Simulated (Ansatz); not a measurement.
**Lattice dynamics of TiO2 monolayer (2H)**

Aim: the phonons of TiO2 monolayer (2H) at a cell relaxed beforehand at this level.

Method: DFT LDA, scalar-relativistic, plane waves, PAW, in Ansatz 0.2.0.

## 1. Set-up

The cell holds 3 atoms: 1 Ti and 2 O. Cell: a = 2.824 Å, b = 2.824 Å, c = 28.700 Å, α = 90.0°, β = 90.0°, γ = 120.0°. Vacuum lies along c.

## 2. The dispersion

The cell comes from relaxations at this level that are not shown. Stability and thermal properties need the whole zone. Linear response on a 6×6×1 q mesh gives force constants as far as a supercell of that size would.

Contents of input.yaml:

```yaml
crystal:
  lattice:
    - [2.8240035933, 0.0, 0.0]
    - [-1.4120017967, 2.4456588521, 0.0]
    - [0.0, 0.0, 28.7]
  atoms:
    - { symbol: Ti, position: [0.3333333333, 0.6666666667, 0.3484320557] }
    - { symbol: O, position: [0.6666666667, 0.3333333333, 0.3871158937] }
    - { symbol: O, position: [0.6666666667, 0.3333333333, 0.3097482178] }
  periodic: [true, true, false]
kpoints:
  mp_grid: { grid: [12, 12, 1] }
hamiltonian:
  xc: lda
scf:
  occupations: { method: fixed }
output:
  eigenvalues: true
phonons:
  method: dfpt
  dielectric: true
  raman: true
  qmesh: [6, 6, 1]
  temperatures: { t_max: 1000, t_step: 50 }
  qpath:
    path:
      - [0.0, 0.0, 0.0]
      - [0.5, 0.0, 0.0]
      - [0.33333333, 0.33333333, 0.0]
      - [0.0, 0.0, 0.0]
    npoints: 10
  isolated: true
```

The run is started by

```sh
$ ansatz run input.yaml --threads 8 --pin off --max-ram 14336MiB --backend cpu --events-out ev --progress --plain --runs-dir out
```

Numbers of over 12 decimals in the logs are rounded to 6 here.

Output:

```text
Warning: phonons: the dynamical matrix that this run interpolates holds no multipole term above the dipole-dipole one, and a site of this crystal is no centre of inversion, so its interpolated transverse optical and acoustic branches and sound speeds can stay off near Gamma, and the density of states and the thermodynamics with them. What a run solves at a wave vector of phonons.qpoints, Gamma apart, where the deck admits one, is free of this, and under fd what a larger phonons.supercell samples
Warning: phonons.dielectric: true without phonons.rigid_motions: the static dielectric tensor ε⁰ will be withheld (ε∞, Z* and the rows of modes are given); for a crystal or a slab, whose only rigid motions are the translations, set phonons.rigid_motions: translations
Warning: crystal.symmetry: narrowed to the stabiliser of the run's FFT grids — unitary ops 12 → 6. A phonons.method: dfpt run fills in the rows of the dynamical matrix that it does not solve by its symmetry operations, which is exact only for operations that map its FFT grids onto themselves: filled in by any other, the frequencies could depend on the order in which like atoms are typed, or, by more than the grids' own error, on where the crystal sits among the grids' points. Excluded: 6 operations. The run can therefore solve more perturbations, solve them on more k-points, or both, and cost more. [rest of the remark cut]
Engine: ansatz 0.2.0, x86_64-unknown-linux-gnu
Pseudopotentials: kind: paw
Pseudopotential: Ti, paw, valence charge 12, recommended cutoff 420 eV (normal), Ti.paw.azcp
Pseudopotential: O, paw, valence charge 6, recommended cutoff 420 eV (normal), O.paw.azcp
Functional definition: SPW92
  exchange = slater_x
  correlation = pw_c
Crystal: 3 atoms, lattice volume = 198.218 Å³
Basis set: ecut = 420 eV, 3899 PW (Γ), exchange–correlation on 40×40×384 points (8 copies of the dense FFT grid, shifted against one another)
Bands: 16, of which v1, the nominal top of the filled ones, is band 12 counted from 1 (11 counted from 0)
Symmetry: 12 space group operations
k-points: 43 of 144 (irreducible under 2 space group operations, time reversal used)
Non-local potential: Ti, projectors of the file, l = 0: 3, l = 1: 2, l = 2: 3, l = 3: 1
Non-local potential: O, projectors of the file, l = 0: 2, l = 1: 2, l = 2: 1
PAW form: soft (Blöchl's): semilocal exchange-correlation on the pseudo side does not see the compensation charge
PAW frozen core: Ti, regenerated for the run's functional, and the local potential with it (the file was generated under x = pbe(κ = 0.804, μ = 0.219515), c = pbe(β = 0.066725))
PAW frozen core: O, regenerated for the run's functional, and the local potential with it (the file was generated under x = pbe(κ = 0.804, μ = 0.219515), c = pbe(β = 0.066725))
PAW one-centre angular grid: Ti, 590 points (default); XC on 64 Gauss nodes
PAW one-centre angular grid: O, 110 points (default); XC on 64 Gauss nodes
Initial density: superposition of atomic densities (neutral atoms: chi_scale 0, normalization atom), corrected by the library's trained network
Initial wavefunctions: pseudopotential atomic-orbital guess
Functional: x = slater, c = lda
SCF iter   1: F=—  HF=-3563.291529 eV  |F-HF|=—  |Δ(HF+E_count)|=         —  Δρ=9.03e-3  dr2=1.05e-1  ethr=1.77e-3  ⟨swp⟩=7.3  Hψ=4547  notcnv=0  defer=76
preconditioner: auto → none  [insulator: Δε(μ)=1.105 eV  Ē_g=9.854 eV  n_scr=16 (ndim 8)  ℏωp=10.5 eV  f_vac=0.820  ε∞_Penn≈2.1]
SCF iter   2: F=—  HF=-3563.295407 eV  |F-HF|=—  |Δ(HF+E_count)|=   3.88e-3  Δρ=9.30e-3  dr2=1.93e-1  ethr=4.39e-4  ⟨swp⟩=3.4  Hψ=1909  notcnv=0  defer=75
SCF iter   3: F=—  HF=-3563.266065 eV  |F-HF|=—  |Δ(HF+E_count)|=   2.93e-2  Δρ=3.27e-3  dr2=1.43e-2  ethr=4.39e-4  ⟨swp⟩=3.1  Hψ=1200  notcnv=0  defer=77
SCF iter   4: F=—  HF=-3563.263685 eV  |F-HF|=—  |Δ(HF+E_count)|=   2.38e-3  Δρ=9.37e-4  dr2=6.13e-4  ethr=5.97e-5  ⟨swp⟩=3.2  Hψ=1340  notcnv=0  defer=85
SCF iter   5: F=—  HF=-3563.263718 eV  |F-HF|=—  |Δ(HF+E_count)|=   3.36e-5  Δρ=1.55e-4  dr2=1.50e-5  ethr=2.55e-6  ⟨swp⟩=3.3  Hψ=1531  notcnv=0  defer=86
SCF iter   6: F=—  HF=-3563.263732 eV  |F-HF|=—  |Δ(HF+E_count)|=   1.41e-5  Δρ=3.55e-5  dr2=1.36e-6  ethr=6.24e-8  ⟨swp⟩=3.4  Hψ=1581  notcnv=0  defer=86
SCF iter   7: F=—  HF=-3563.263809 eV  |F-HF|=—  |Δ(HF+E_count)|=   7.71e-5  Δρ=8.11e-6  dr2=4.90e-8  ethr=5.69e-9  ⟨swp⟩=3.5  Hψ=1571  notcnv=0  defer=79
SCF iter   8: F=—  HF=-3563.263810 eV  |F-HF|=—  |Δ(HF+E_count)|=   6.37e-7  Δρ=1.72e-6  dr2=3.13e-9  ethr=2.04e-10  ⟨swp⟩=3.8  Hψ=1394  notcnv=0  defer=79
SCF iter   9: F=-3563.263810 eV  HF=-3563.263810 eV  |F-HF|=1.18e-11  |Δ(HF+E_count)|=   1.68e-9  Δρ=1.48e-7  dr2=1.94e-11  ethr=1.00e-12  ⟨swp⟩=17.7  Hψ=7788  notcnv=0
SCF 1 converged in 9 iterations: F = -3563.263810 eV  dr2 = 1.94e-11
  greatest PAW one-centre occupation: 0.999 electrons in one spin orbital (limit 2), on the Ti atom at site 0 (counted from 0), in its partial waves of l = 0
DFPT response loops at Γ: preconditioner auto → none (the input reference at scf.mixing.eps_inf says where Resta's filter doesn't serve); β = 0.50; Broyden in place of MSR1
── the response to a field inside a basis, on 12×12×1 k-points: an SCF that follows is theirs, and a resumed run solves both again ──
Bands: 13, of which v1, the nominal top of the filled ones, is band 12 counted from 1 (11 counted from 0)
k-points: 42 of 144 (irreducible under 2 space group operations, time reversal used)
Initial density: handed on by an earlier stage of this run
Initial wavefunctions: pseudopotential atomic-orbital guess (no wavefunctions were taken with the density)
Eigensolver: Dense (42 Hₖ)
SCF iter   1: F=—  HF=-3563.267191 eV  |F-HF|=—  |Δ(HF+E_count)|=         —  Δρ=2.53e-4  dr2=2.59e-5  ethr=1.00e-1
preconditioner: auto → none  [insulator: Δε(μ)=1.175 eV  Ē_g=7.747 eV  n_scr=16 (ndim 8)  ℏωp=10.5 eV  f_vac=0.816  ε∞_Penn≈2.9]
SCF iter   2: F=—  HF=-3563.267186 eV  |F-HF|=—  |Δ(HF+E_count)|=   4.86e-6  Δρ=1.40e-4  dr2=3.37e-5  ethr=1.08e-7
SCF iter   3: F=—  HF=-3563.267188 eV  |F-HF|=—  |Δ(HF+E_count)|=   1.80e-6  Δρ=1.50e-4  dr2=4.26e-5  ethr=1.08e-7
SCF iter   4: F=—  HF=-3563.267181 eV  |F-HF|=—  |Δ(HF+E_count)|=   6.84e-6  Δρ=2.02e-5  dr2=3.10e-7  ethr=1.08e-7
SCF iter   5: F=—  HF=-3563.267181 eV  |F-HF|=—  |Δ(HF+E_count)|=   2.45e-8  Δρ=3.01e-6  dr2=4.91e-9  ethr=1.29e-9
SCF iter   6: F=-3563.267181 eV  HF=-3563.267181 eV  |F-HF|=6.46e-11  |Δ(HF+E_count)|=  7.99e-10  Δρ=3.06e-7  dr2=8.66e-11  ethr=2.05e-11
SCF 1 converged in 6 iterations: F = -3563.267181 eV  dr2 = 8.66e-11
DFPT response loops at Γ: mixed as the last ones told, above
DFPT response loops at Γ: mixed as the last ones told, above
NSCF: frozen V_eff on 19 k-points
NSCF: frozen V_eff on 156 k-points
DFPT response loops at q = (0, 0.166667, 0) (fractional): mixed as the last ones told, above
NSCF: frozen V_eff on 156 k-points
DFPT response loops at q = (0, 0.333333, 0) (fractional): mixed as the last ones told, above
NSCF: frozen V_eff on 86 k-points
DFPT response loops at q = (0, -0.5, 0) (fractional): mixed as the last ones told, above
NSCF: frozen V_eff on 288 k-points
DFPT response loops at q = (0.166667, 0.166667, 0) (fractional): mixed as the last ones told, above
NSCF: frozen V_eff on 288 k-points
DFPT response loops at q = (0.166667, 0.333333, 0) (fractional): mixed as the last ones told, above
NSCF: frozen V_eff on 156 k-points
DFPT response loops at q = (0.333333, 0.333333, 0) (fractional): mixed as the last ones told, above
SCF converged after 9 iterations
Free energy (F): -3563.263810 eV
Harris-Foulkes:  -3563.263810 eV  (|F-HF|=1.18e-11)
Internal energy: -3563.263810 eV  (E = F + TS)
E sigma→0 (E₀):  -3563.263810 eV
Fermi energy:    -8.890099 eV
--- Per-component energies (eV) ---
  E_band       = -617.647512
  E_kinetic    = 622.412466
  E_local      = -47721.069444  (includes V_loc(G=0)·N_el)
  E_nonlocal   = 107.642003
  E_hartree    = 23462.310796
  E_xc         = -242.591834
  E_vxc        = -309.321271  (∫ρ·V_xc dr)
  E_paw        = -1291.014977  (= ΣΔE_a)
  E_vpaw       = -241.937858  (= ΣTr[D̂ρ^β])
  E_aug_tail   = 0.005121  (compensation charges beyond the density's cutoff)
  E_ewald      = 21498.522267
  E_core_change = 0.519793  (= ΣΔE_core)
  E_smearing   = -0.000000  (= −TS)
  E_closure    = -0.000000  (closes the sum)
  Σ components = -3563.263810   (vs F -3563.263810, Δ=0.00e0)
--- Band table (eV; the first three rows and the last of 43) ---
  k-point 0: bands = [... 8 lower, -11.9366, -10.5108, -10.5108, -9.1977, -5.6259, -4.3864, -4.3864, -4.3739]
  k-point 1: bands = [... 8 lower, -11.8408, -10.7106, -10.6260, -9.0866, -5.8655, -4.4439, -4.4082, -4.2902]
  k-point 2: bands = [... 8 lower, -11.5757, -11.1329, -10.9163, -8.9522, -6.4334, -4.4932, -4.4636, -4.1477]
  k-point 42: bands = [... 8 lower, -11.9560, -11.1724, -10.9618, -9.0995, -7.7135, -5.1204, -3.9227, -3.7784]
--- Phonons (Γ-DFPT): 6 representative perturbations + reference, on 43 of 144 k-points (Σ response iterations 32) ---
  ASR residual: 1.845e-4 → 0.000e0 eV/Å²; symmetrization residual: 8.001e-6 eV/Å²
  The last average, over the group as it would stand without the narrowing to the FFT grids, took up to 3.114e-7 eV/Å² of the zone centre's force constants
  ASR residual per site (eV/Å²): 2.74e-5 1.85e-4 1.84e-4
  Γ frequencies (cm⁻¹): -307.32 -307.32 0.00 0.00 0.00 442.84 442.84 638.51 748.15
  ε∞ (high-frequency dielectric tensor):
        1.967670     0.000000     0.000000
       -0.000000     1.967670     0.000000
        0.000000     0.000000     1.117435
  α∞ (the layer's polarisability for a field applied outside it; Å, Gaussian; ε∞ is over the cell's 28.700 Å):
        2.210036     0.000000     0.000000
       -0.000000     2.210036     0.000000
        0.000000     0.000000     0.268206
  ε⁰ (static dielectric tensor): not given — the deck does not say what the cell's rigid motions are, and on a molecule in a box or a wire the rigid rotations would enter the sum over the modes at Γ. For a crystal or a slab, whose only rigid motions are the translations, set phonons.rigid_motions: translations.
  Born effective charges Z* (e; rows j = field, columns β = displacement):
    site 0:
         4.91905    0.00000    0.00000
        -0.00000    4.91905    0.00000
         0.00000    0.00000    0.63725
    site 1:
        -2.45953    0.00000    0.00000
         0.00000   -2.45953    0.00000
        -0.00000    0.00000   -0.31863
    site 2:
        -2.45953   -0.00000   -0.00000
         0.00000   -2.45953   -0.00000
         0.00000   -0.00000   -0.31863
  Z* charge neutrality: 9.554e-4 e pre-enforcement
  solved inside a basis spanned on kpoints, on 12×12×1 k-points: ε∞ is read to err by 4.3e-3, Z* by 1.7e-2 e (field_mesh: kpoints solves on kpoints); Z* is corrected for what the basis lacks
  Raman tensors (in the event stream and the table raman_tensors.tsv): an entry may err by 7.2e-2 Å², one of the second-order susceptibility by 9.1e-2 pm/V (basis, points and sum rule); their sum over the sites missed zero by 8.444e-5 Å² ahead of its enforcement
  optical modes at Γ without the LO–TO term, one row a degenerate level:
      ω (cm⁻¹)  modes    IR ((D/Å)²/amu)  static Raman (Å⁴/amu)  depolarisation
       -307.32      2             0.0000                16.9638           0.750
        442.84      2            58.2173               137.2861           0.750
        638.51      1             0.4885                 0.0000               —
        748.15      1             0.0000               261.2310           0.111
--- Phonons (arbitrary-q DFPT): 7 irreducible q on the 6×6×1 mesh ---
  q = [0.0000, 0.0000, 0.0000] (star 1, of the zone-centre solve; hermiticity 2.78e-7, symmetrization 1.39e-7, taken by the last average 1.08e-8): -307.32 -307.32 -0.00 0.00 0.00 442.84 442.84 638.51 748.15
  q = [0.0000, 0.1667, 0.0000] (star 6, 9 solved perturbations on 78 of 144 k-point pairs; hermiticity 4.90e-7, symmetrization 6.11e-11, taken by the last average 7.04e-8): -248.77 -246.18 68.95 116.86 223.41 426.97 571.81 660.15 745.64
  q = [0.0000, 0.3333, 0.0000] (star 6, 9 solved perturbations on 78 of 144 k-point pairs; hermiticity 3.37e-7, symmetrization 1.13e-9, taken by the last average 3.31e-8): -238.91 82.29 213.07 256.05 395.59 415.25 485.71 632.63 745.41
  q = [0.0000, -0.5000, 0.0000] (star 3, 9 solved perturbations on 43 of 144 k-point pairs; hermiticity 1.31e-5, symmetrization 1.33e-5, taken by the last average 2.00e-7): -267.89 204.45 255.87 329.37 377.50 450.44 538.82 567.49 744.52
  q = [0.1667, 0.1667, 0.0000] (star 6, 6 solved perturbations in 666 linear systems a pass and spin channel, the states on 144 of 144 k-point pairs; hermiticity 1.17e-7, symmetrization 5.76e-11, taken by the last average 2.07e-8): -234.23 -93.09 213.25 227.56 344.25 409.60 505.30 645.15 744.14
  q = [0.1667, 0.3333, 0.0000] (star 12, 9 solved perturbations on 144 of 144 k-point pairs: no pair is spared here; hermiticity 1.77e-7, symmetrization 0.00e0, taken by the last average 6.79e-8): -277.46 205.56 311.83 326.23 391.47 453.92 477.79 589.26 741.06
  q = [0.3333, 0.3333, 0.0000] (star 2, 6 solved perturbations in 327 linear systems a pass and spin channel, the states on 78 of 144 k-point pairs; hermiticity 5.47e-6, symmetrization 2.00e-6, taken by the last average 5.38e-8): -302.34 246.79 353.73 364.99 441.81 462.41 466.19 539.91 736.57
  sum rule: each row above includes the acoustic sum rule's correction from the zone centre's row sums; it moved no ω² by more than (1.77 cm⁻¹)²
  mesh force constants: q→R imaginary residual 1.39e-16; ASR residual 1.845e-4 → 0.000e0 eV/Å²; symmetrization residual 4.263e-14 eV/Å²
  interpolated dispersion: 31 rows × 9 modes
  density of states and harmonic sums: on the 30×30×1 q-mesh, interpolated from the force constants of a 6×6×1 supercell (with the dipole–dipole term)
  largest difference from the sums on the solved wave vectors: F 2.19e-2 eV, S 3.00e-5 and C_V 7.97e-6 eV/K
  zero-point energy: 0.201511 eV/cell   skipped modes (ω ≤ 0): 128, of them read as no rigid motion or as one in doubt: 125 (1.348e0 modes/cell left out, lowest -307.32 cm⁻¹)   left out of the sums: 1.50e-1 of the cell's modes: C_V's classical limit lies that fraction below 3 k_B per atom; for a crystal, a wire or a layer, F and S can be off by more, and a phonons.interpolated_qmesh denser along its periods is the remedy for the sampling
```

Elapsed: 3.6 min, on 8 threads of Intel Xeon 6975P-C (Granite Rapids), shared host; peak memory 2.1 GiB.

This step gave:

- gap on the k-mesh: 1.177 eV
- sum-rule residual before enforcement: 1.85e-4 eV/Å²
- miss of the charge sum rule: 9.55e-4 e
- estimated error of the dielectric tensor: 0.004343
- estimated error of the Born charges: 0.01738 e
- lowest frequency on the path: -307.3 cm⁻¹
- point group: -6m2
- highest frequency on the path or at a solved wavevector: 748.2 cm⁻¹
- area per atom: 2.302 Å²
- highest optical mode at the zone centre (no LO-TO term): 748.1 cm⁻¹
- lowest optical zone-centre mode: -307.3 cm⁻¹
- largest Born charge (third of the trace): 3.492 e
- lowest mode on the q mesh (acoustic modes at Γ apart): -307.3 cm⁻¹

High-frequency dielectric tensor, averaged over the cell of height 28.7 Å or as lengthened by the program, vacuum included. Tensor:

```csv
,x,y,z
x,1.968,0,0
y,0,1.968,0
z,0,0,1.117
```

Born charge (rows field, columns displacement) (e), principal values of the symmetric part by kind of site:

```
atom  atoms with these values    low  middle   high   mean
 Ti1                        1   0.64    4.92   4.92   3.49
  O2                        2  -2.46   -2.46  -0.32  -1.75
```

In full for O2:

```
-2.46  0.00  0.00
 0.00 -2.46  0.00
 0.00  0.00 -0.32
```

Transverse modes; imaginary modes are left out. Lines of the infrared spectrum (strongest = 100):

```
position (cm⁻¹)  label  relative intensity
            443     E'                 100
            638   A2''                 0.8
            748    A1'                 0.0
```

Activity x (w_L - w)^4 (n + 1)/w, 532 nm, 300 K; imaginary modes are left out; the tensors are static ones, while 532 nm light lies above the computed direct gap, where resonance would change the heights. Raman lines, with heights relative to the strongest:

| position (cm⁻¹) | label | relative intensity |
| --- | --- | --- |
| 443 | E' | 100 |
| 638 | A2'' | 0.0 |
| 748 | A1' | 95 |

Frequencies (cm⁻¹) solved at each irreducible wavevector; negative means imaginary. Frequencies by wavevector, by row:

```
q in reciprocal lattice units  star  mode 1  mode 2  mode 3  mode 4  mode 5  mode 6  mode 7  mode 8  mode 9
                        0 0 0     1  -307.3  -307.3       0       0       0   442.8   442.8   638.5   748.1
                   0 0.1667 0     6  -248.8  -246.2      69   116.9   223.4     427   571.8   660.1   745.6
                   0 0.3333 0     6  -238.9    82.3   213.1   256.1   395.6   415.2   485.7   632.6   745.4
                     0 -0.5 0     3  -267.9   204.4   255.9   329.4   377.5   450.4   538.8   567.5   744.5
              0.1667 0.1667 0     6  -234.2   -93.1   213.2   227.6   344.2   409.6   505.3   645.1   744.1
              0.1667 0.3333 0    12  -277.5   205.6   311.8   326.2   391.5   453.9   477.8   589.3   741.1
              0.3333 0.3333 0     2  -302.3   246.8   353.7     365   441.8   462.4   466.2   539.9   736.6
```

(Continued in part 2 of 2.)

[Logs are printed without paths, hosts, clocks, repeated set-up lines and the standing remarks that a program may print on its own settings, such as how far it seeks lower states.]

[Hosts, paths, dates, database ids (printed as entryN), source tags and the programs' standing remarks are cut or masked in the printed files.]
